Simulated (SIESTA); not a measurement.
# VBiO4 (I4_1/a) in SIESTA: notebook

The runs below take VBiO4 through band structure, single point, with LDA.

All numbers are computed with SIESTA 5.4.2; they aren't measurements. Logs are shortened: lines on timing, memory, paths and dates and some standing lists are left out, and cuts for length are marked.

### 1 The crystal as given

The structure is tetragonal, space group I4_1/a (No. 88). Conventional cell: a = 5.122 Å, b = 5.122 Å, c = 11.592 Å, α = 90.00°, β = 90.00°, γ = 90.00°. Around Bi (site symmetry -4) lie 8 O at 2.42 to 2.47 Å. V (site symmetry -4) is surrounded by 4 O at 1.73 Å. O (site symmetry 1) is surrounded by 1 V at 1.73 Å.

Measurements of this composition are mostly on another form, of space group No. 15.

### 2 Band structure, LDA, collinear spin, ferromagnetic start

The input, VBiO4.fdf:

```
SystemName                      VBiO4
SystemLabel                     VBiO4
NumberOfSpecies                 3
NumberOfAtoms                   12
%block ChemicalSpeciesLabel
  1  83 Bi
  2  23 V
  3   8 O
%endblock ChemicalSpeciesLabel

LatticeConstant                 1.0 Ang
%block LatticeVectors
    -2.5610529200     2.5610529200     5.7960647000
     2.5610529200    -2.5610529200     5.7960647000
     2.5610529200     2.5610529200    -5.7960647000
%endblock LatticeVectors
AtomicCoordinatesFormat         Fractional
%block AtomicCoordinatesAndAtomicSpecies
     0.7500000000     0.2500000000     0.5000000000  1  Bi
     0.0000000000     0.0000000000     0.0000000000  1  Bi
     0.2500000000     0.7500000000     0.5000000000  2  V
     0.5000000000     0.5000000000     0.0000000000  2  V
     0.4380972400     0.3291035000     0.6089483300  3  O
     0.5791489100     0.6880972400     0.6089937400  3  O
     0.7201551700     0.8291489100     0.3910516700  3  O
     0.0791035000     0.9701551700     0.3910062600  3  O
     0.6708965000     0.2798448300     0.1089937400  3  O
     0.0298448300     0.4208510900     0.1089483300  3  O
     0.3119027600     0.9208965000     0.8910516700  3  O
     0.1708510900     0.5619027600     0.8910062600  3  O
%endblock AtomicCoordinatesAndAtomicSpecies

%block kgrid.MonkhorstPack
    7   0   0  0.0
    0   7   0  0.0
    0   0   7  0.0
%endblock kgrid.MonkhorstPack
XC.Functional                   LDA
XC.Authors                      PW92
PAO.BasisSize                   DZP
PAO.EnergyShift                 0.003 Ry
Mesh.Cutoff                     800 Ry
Spin                            polarized
%block DM.InitSpin
    1   0.000
    2   0.000
    3   2.000
    4   2.000
    5   0.000
    6   0.000
    7   0.000
    8   0.000
    9   0.000
   10   0.000
   11   0.000
   12   0.000
%endblock DM.InitSpin
OccupationFunction              FD
ElectronicTemperature           0.05 eV
MaxSCFIterations                200
SCF.MustConverge                false
SCF.Mixer.Method                Pulay
SCF.Mixer.Weight                0.1
SCF.Mixer.History               10
SCF.DM.Tolerance                5.0e-05
SCF.H.Tolerance                 1.0e-03 eV
WriteForces                     true
Charge.Mulliken                 end
BandLinesScale                  ReciprocalLatticeVectors
%block BandLines
    1    0.000000   0.000000   0.000000  \Gamma
   13    0.000000   0.000000   0.500000  X
    3   -0.097620   0.097620   0.500000  Y
    7   -0.298810   0.298810   0.298810  S
   11    0.000000   0.000000   0.000000  \Gamma
    8    0.500000   0.500000  -0.500000  Z
    7    0.298810   0.701190  -0.298810  S1
    4    0.000000   0.500000   0.000000  N
    9    0.250000   0.250000   0.250000  P
    5    0.500000   0.500000  -0.097620  Y1
   10    0.500000   0.500000  -0.500000  Z
    1    0.000000   0.000000   0.500000  X
    4    0.250000   0.250000   0.250000  P
%endblock BandLines
%block PAO.Basis
  Bi 4
  n=6 0 2
    5.772 0.000
  n=6 1 2
    8.049 0.000
  n=5 2 2
    3.889 0.000
  n=6 2 1
    8.049
  V 5
  n=3 0 2
    3.003 0.000
  n=4 0 2
    8.378 0.000
  n=3 1 2
    3.387 0.000
  n=4 1 1
    8.378
  n=3 2 2
    5.749 0.000
%endblock PAO.Basis
```

Potentials or basis: PseudoDojo 0.4 standard (LDA files), DZP (energy shift 0.003 Ry; two zetas on semicore shells).

On the command line:

```bash
$ siesta VBiO4.fdf > VBiO4.out 2>&1
```

VBiO4.out:

```text
Version         : 5.4.2

[... 6 lines left out ...]
 NOTE: Please see the manual for full details and compatibility measures.

reinit: Reading from file VBiO4.fdf

reinit: -----------------------------------------------------------------------
reinit: System Name: VBiO4
reinit: -----------------------------------------------------------------------
reinit: System Label: VBiO4
reinit: -----------------------------------------------------------------------

NOTE on units for spin output:
{S} is the spin magnetic moment, in units of the Bohr magneton,
assuming a g-factor for the electron spin of exactly 2.
The spin magnetic moment is then numerically equal to the charge inbalance,
in units of electrons, between the spin-up and -down channels.

initatom: Reading input for the pseudopotentials and atomic orbitals ----------
Species number:   1 Atomic number:   83 Label: Bi
Species number:   2 Atomic number:   23 Label: V
Species number:   3 Atomic number:    8 Label: O

Ground state valence configuration (from tables):   6s02  6p03  6d00  5f00
Ground state valence configuration (from tables):   4s02  4p00  3d03  4f00
Ground state valence configuration (from tables):   2s02  2p04  3d00  4f00

---- Processing specs for species: Bi
Reading pseudopotential information in PSML from:
  Bi.psml
PSML file version: 1.1
Using libxc ids:    1  12
LDA--PW92 XC_LDA_X--XC_LDA_C_PW pw
Semicore shell(s) with 10 electrons included in the valence for Bi

---- Processing specs for species: V
Reading pseudopotential information in PSML from:
  V.psml
PSML file version: 1.1
Using libxc ids:    1  12
LDA--PW92 XC_LDA_X--XC_LDA_C_PW pw
Semicore shell(s) with  8 electrons included in the valence for V

---- Processing specs for species: O
Reading pseudopotential information in PSML from:
  O.psml
PSML file version: 1.1
Using libxc ids:    1  12
LDA--PW92 XC_LDA_X--XC_LDA_C_PW pw

---- Pseudopotential check for Bi

Pseudized shells:
6s( 2.00) rc: 2.40
6p( 3.00) rc: 2.50
5d(10.00) rc: 2.10
Valence configuration for ps generation: 5d:6s:6p: Total charge:  15.000000
Semicore shell(s): 5d

---- Pseudopotential check for V

Pseudized shells:
3s( 2.00) rc: 1.30
3p( 6.00) rc: 1.30
3d( 3.00) rc: 1.65
Valence configuration for ps generation: 3s:3p:3d:4s: Total charge:  13.000000
Semicore shell(s): 3s 3p

---- Pseudopotential check for O

Pseudized shells:
2s( 2.00) rc: 1.35
2p( 4.00) rc: 1.45
3d( 0.00) rc: 1.35
Valence configuration for ps generation: 2s:2p: Total charge:   6.000000
For Bi, standard SIESTA heuristics set lmxkb to 3
 (one more than the basis l, including polarization orbitals).
Use PS.lmax or PS.KBprojectors blocks to override.
For V, standard SIESTA heuristics set lmxkb to 3
 (one more than the basis l, including polarization orbitals).
Use PS.lmax or PS.KBprojectors blocks to override.
For O, standard SIESTA heuristics set lmxkb to 3
 (one more than the basis l, including polarization orbitals).
Use PS.lmax or PS.KBprojectors blocks to override.
Bi pseudopotential only contains V_ls up to l=2 -- lmxkb reset.
V pseudopotential only contains V_ls up to l=2 -- lmxkb reset.
O pseudopotential only contains V_ls up to l=2 -- lmxkb reset.

<basis_specs>
===============================================================================
Bi                   Z=  83    Mass=  208.98        Charge= 0.17977+309
Lmxo=2 Lmxkb= 2    BasisType=split      Semic=T
L=0  Nsemic=0  Cnfigmx=6
          i=1  nzeta=2  polorb=0  (6s)
            splnorm:   0.15000
               vcte:    40.000
               rinn:  -0.90000
               qcoe:    0.0000
               qyuk:    0.0000
               qwid:   0.10000E-01
                rcs:    5.7720      0.0000
            lambdas:    1.0000      1.0000
L=1  Nsemic=0  Cnfigmx=6
          i=1  nzeta=2  polorb=0  (6p)
            splnorm:   0.15000
               vcte:    40.000
               rinn:  -0.90000
               qcoe:    0.0000
               qyuk:    0.0000
               qwid:   0.10000E-01
                rcs:    8.0490      0.0000
[... 51 lines left out ...]
              0.037   0.037   0.065   0.065   0.065   0.213   0.221   0.213

              0.220   0.228   0.085   0.089   0.055   0.089   0.070
   4  5.795   0.959   0.027   0.023   0.106   0.963   0.964   0.963   0.037
              0.037   0.037   0.065   0.065   0.065   0.213   0.221   0.213

              0.220   0.228   0.085   0.089   0.055   0.089   0.070

Species: O
Atom  Qatom  Qorb
               2s      2s      2py     2pz     2px     2py     2pz     2px
               3Pdxy   3Pdyz   3Pdz2   3Pdxz   3Pdx2-y2
   5  3.342   0.986  -0.047   0.917   0.904   0.849  -0.110  -0.106  -0.067
              0.003   0.003   0.003   0.003   0.003
   6  3.342   0.986  -0.047   0.849   0.904   0.917  -0.067  -0.106  -0.110
              0.003   0.003   0.003   0.003   0.003
   7  3.342   0.986  -0.047   0.917   0.904   0.849  -0.110  -0.106  -0.067
              0.003   0.003   0.003   0.003   0.003
   8  3.342   0.986  -0.047   0.849   0.904   0.917  -0.067  -0.106  -0.110
              0.003   0.003   0.003   0.003   0.003
   9  3.342   0.986  -0.047   0.849   0.904   0.917  -0.067  -0.106  -0.110
              0.003   0.003   0.003   0.003   0.003
  10  3.342   0.986  -0.047   0.917   0.904   0.849  -0.110  -0.106  -0.067
              0.003   0.003   0.003   0.003   0.003
  11  3.342   0.986  -0.047   0.917   0.904   0.849  -0.110  -0.106  -0.067
              0.003   0.003   0.003   0.003   0.003
  12  3.342   0.986  -0.047   0.849   0.904   0.917  -0.067  -0.106  -0.110
              0.003   0.003   0.003   0.003   0.003

mulliken: Qtot =       52.000

mulliken: Spin DOWN

Species: Bi
Atom  Qatom  Qorb
               6s      6s      6py     6pz     6px     6py     6pz     6px
               5dxy    5dyz    5dz2    5dxz    5dx2-y2 5dxy    5dyz    5dz2
               5dxz    5dx2-y2 6dxy    6dyz    6dz2    6dxz    6dx2-y2
   1  6.839   0.984   0.012   0.099   0.185   0.099   0.107   0.045   0.107
              0.973   0.972   0.973   0.972   0.971   0.030   0.029   0.030

              0.029   0.030   0.029   0.035   0.053   0.035   0.038
   2  6.839   0.984   0.012   0.099   0.185   0.099   0.107   0.045   0.107
              0.973   0.972   0.973   0.972   0.971   0.030   0.029   0.030

              0.029   0.030   0.029   0.035   0.053   0.035   0.038

Species: V
Atom  Qatom  Qorb
               3s      3s      4s      4s      3py     3pz     3px     3py
               3pz     3px     4py     4pz     4px     3dxy    3dyz    3dz2
               3dxz    3dx2-y2 3dxy    3dyz    3dz2    3dxz    3dx2-y2
   3  5.795   0.959   0.027   0.023   0.106   0.963   0.964   0.963   0.037
              0.037   0.037   0.065   0.065   0.065   0.213   0.221   0.213

              0.220   0.228   0.085   0.089   0.055   0.089   0.070
   4  5.795   0.959   0.027   0.023   0.106   0.963   0.964   0.963   0.037
              0.037   0.037   0.065   0.065   0.065   0.213   0.221   0.213

              0.220   0.228   0.085   0.089   0.055   0.089   0.070

Species: O
Atom  Qatom  Qorb
               2s      2s      2py     2pz     2px     2py     2pz     2px
               3Pdxy   3Pdyz   3Pdz2   3Pdxz   3Pdx2-y2
   5  3.342   0.986  -0.047   0.917   0.904   0.849  -0.110  -0.106  -0.067
              0.003   0.003   0.003   0.003   0.003
   6  3.342   0.986  -0.047   0.849   0.904   0.917  -0.067  -0.106  -0.110
              0.003   0.003   0.003   0.003   0.003
   7  3.342   0.986  -0.047   0.917   0.904   0.849  -0.110  -0.106  -0.067
              0.003   0.003   0.003   0.003   0.003
   8  3.342   0.986  -0.047   0.849   0.904   0.917  -0.067  -0.106  -0.110
              0.003   0.003   0.003   0.003   0.003
   9  3.342   0.986  -0.047   0.849   0.904   0.917  -0.067  -0.106  -0.110
              0.003   0.003   0.003   0.003   0.003
  10  3.342   0.986  -0.047   0.917   0.904   0.849  -0.110  -0.106  -0.067
              0.003   0.003   0.003   0.003   0.003
  11  3.342   0.986  -0.047   0.917   0.904   0.849  -0.110  -0.106  -0.067
              0.003   0.003   0.003   0.003   0.003
  12  3.342   0.986  -0.047   0.849   0.904   0.917  -0.067  -0.106  -0.110
              0.003   0.003   0.003   0.003   0.003

mulliken: Qtot =       52.000

Mulliken Atomic Populations:
Atom #   charge [q] valence [e]      Sz [e]  Species
     1     1.322006   13.677994    0.000006  Bi
     2     1.322006   13.677994    0.000006  Bi
     3     1.410977   11.589023   -0.000001  V
     4     1.410977   11.589023   -0.000001  V
     5    -0.683250    6.683250   -0.000001  O
     6    -0.683246    6.683246   -0.000001  O
     7    -0.683246    6.683246   -0.000001  O
     8    -0.683241    6.683241   -0.000001  O
     9    -0.683241    6.683241   -0.000001  O
    10    -0.683246    6.683246   -0.000001  O
    11    -0.683250    6.683250   -0.000001  O
    12    -0.683246    6.683246   -0.000001  O
 Total     0.000000                0.000000

Job completed
```

Wall time 9.5 min (1 thread of Arm Neoverse V2, shared host); peak memory 0.77 GiB.

What came out:

```
Free energy             : -12069.1483 eV
Pressure                : -3.2 GPa
Largest force           : 0.216 eV/Å
Band gap on the k mesh  : 2.10 eV, indirect (least direct gap 2.11 eV)
Band gap along the path : 2.05 eV, indirect (least direct gap 2.12 eV)
Net moment              : 0.00 μB per cell
```

Forces in eV/Å, atoms in the order of the input:
```
Bi   0.000  0.000  0.000
Bi   0.000  0.000  0.000
V    0.000  0.000  0.000
V    0.000  0.000  0.000
O    0.177  0.112 -0.048
O    0.112 -0.177 -0.049
O   -0.177 -0.113 -0.049
O   -0.113  0.177 -0.048
O    0.113 -0.177  0.048
O    0.177  0.113  0.049
O   -0.177 -0.112  0.048
O   -0.112  0.177  0.049
```

Levels at the corners of the path, in eV from the valence-band top:
Spin up:
| point | band 48 | band 49 | band 50 | band 51 | band 52 | band 53 | band 54 | band 55 | band 56 | band 57 |
| --- | --- | --- | --- | --- | --- | --- | --- | --- | --- | --- |
| Γ | -1.61 | -1.00 | -0.67 | -0.67 | -0.46 | 2.26 | 2.76 | 3.08 | 3.33 | 4.07 |
| X | -1.25 | -0.90 | -0.90 | -0.36 | -0.36 | 2.71 | 2.71 | 2.93 | 2.93 | 3.47 |
| Y | -1.28 | -1.03 | -0.85 | -0.40 | -0.37 | 2.49 | 2.78 | 2.99 | 3.02 | 3.37 |
| S | -1.13 | -0.91 | -0.90 | -0.56 | -0.40 | 2.18 | 2.48 | 2.96 | 3.07 | 3.63 |
| Γ | -1.61 | -1.00 | -0.67 | -0.67 | -0.46 | 2.26 | 2.76 | 3.08 | 3.33 | 4.07 |
| Z | -0.98 | -0.96 | -0.96 | -0.72 | -0.72 | 2.88 | 2.88 | 2.95 | 2.95 | 3.47 |
| S1 | -1.13 | -0.91 | -0.90 | -0.56 | -0.40 | 2.18 | 2.48 | 2.96 | 3.07 | 3.63 |
| N | -1.17 | -1.06 | -0.97 | -0.51 | -0.16 | 2.06 | 2.51 | 2.92 | 2.96 | 3.68 |
| P | -1.34 | -0.89 | -0.89 | -0.36 | -0.36 | 2.70 | 2.70 | 2.92 | 2.92 | 3.47 |
| Y1 | -1.28 | -1.03 | -0.85 | -0.40 | -0.37 | 2.49 | 2.78 | 2.99 | 3.02 | 3.37 |
| Z | -0.98 | -0.96 | -0.96 | -0.72 | -0.72 | 2.88 | 2.88 | 2.95 | 2.95 | 3.47 |
| X | -1.25 | -0.90 | -0.90 | -0.36 | -0.36 | 2.71 | 2.71 | 2.93 | 2.93 | 3.47 |
| P | -1.34 | -0.89 | -0.89 | -0.36 | -0.36 | 2.70 | 2.70 | 2.92 | 2.92 | 3.47 |
Spin down:
```csv
point,band 48,band 49,band 50,band 51,band 52,band 53,band 54,band 55,band 56,band 57
Γ,-1.61,-1.00,-0.67,-0.67,-0.46,2.26,2.76,3.08,3.33,4.07
X,-1.25,-0.90,-0.90,-0.36,-0.36,2.71,2.71,2.93,2.93,3.47
Y,-1.28,-1.03,-0.85,-0.40,-0.37,2.49,2.78,2.99,3.02,3.37
S,-1.13,-0.91,-0.90,-0.56,-0.40,2.18,2.48,2.96,3.07,3.63
Γ,-1.61,-1.00,-0.67,-0.67,-0.46,2.26,2.76,3.08,3.33,4.07
Z,-0.98,-0.96,-0.96,-0.72,-0.72,2.88,2.88,2.95,2.95,3.47
S1,-1.13,-0.91,-0.90,-0.56,-0.40,2.18,2.48,2.96,3.07,3.63
N,-1.17,-1.06,-0.97,-0.51,-0.16,2.06,2.51,2.92,2.96,3.68
P,-1.34,-0.89,-0.89,-0.36,-0.36,2.70,2.70,2.92,2.92,3.47
Y1,-1.28,-1.03,-0.85,-0.40,-0.37,2.49,2.78,2.99,3.02,3.37
Z,-0.98,-0.96,-0.96,-0.72,-0.72,2.88,2.88,2.95,2.95,3.47
X,-1.25,-0.90,-0.90,-0.36,-0.36,2.71,2.71,2.93,2.93,3.47
P,-1.34,-0.89,-0.89,-0.36,-0.36,2.70,2.70,2.92,2.92,3.47
```

Caveat: spin-orbit coupling is left out, which as a rule narrows the gap of such compounds by several tenths of an eV; the basis of atomic orbitals isn't converged, which shifts pressures, moduli and gaps.

(Continued in part 2 of 2.)
